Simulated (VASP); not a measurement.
A run of VASP 6.6.1:

File INCAR:

```
PREC = Accurate
ENCUT = 600
EDIFF = 1E-7
ISMEAR = 1
SIGMA = 0.1
LREAL = F
LASPH = T
NELM = 80
ALGO = Normal
ISIF = 3
LWAVE = F
LCHARG = F
METAGGA = R2SCAN
LMIXTAU = T
IBRION = 2
NSW = 90
EDIFFG = -0.005
```

KPOINTS

```
regular mesh
0
Gamma
  15 15 11
```

The input POSCAR:

```
MoP                                     
1.0
    3.2367461726     -0.0000000000      0.0000000000
   -1.6183730863      2.8031044111      0.0000000000
   -0.0000000000      0.0000000000      3.1813644627
  Mo              P             
     1     1
Direct
     0.0000000000000000    0.0000000000000000    0.0000000000000000
     0.3333333332999970    0.6666666667000030    0.5000000000000000
```

Potentials or basis: VASP PAW PBE potentials, release 64 (Mo_sv, P).

Launch:

```sh
$ cat potpaw_PBE.64/Mo_sv/POTCAR potpaw_PBE.64/P/POTCAR > POTCAR
$ mpirun -np 1 vasp_std > vasp.out
```

Hardware: 1 thread of Intel(R) Xeon(R) Platinum 8488C (Sapphire Rapids), with other jobs on the host.

Q: How long does it take, and how much memory?

A: Run time: 6 min on 1 thread of Intel(R) Xeon(R) Platinum 8488C (Sapphire Rapids), with other jobs on the host, peak memory 0.23 GiB. Counts: scf iterations 27, k points 162, ion steps 3.
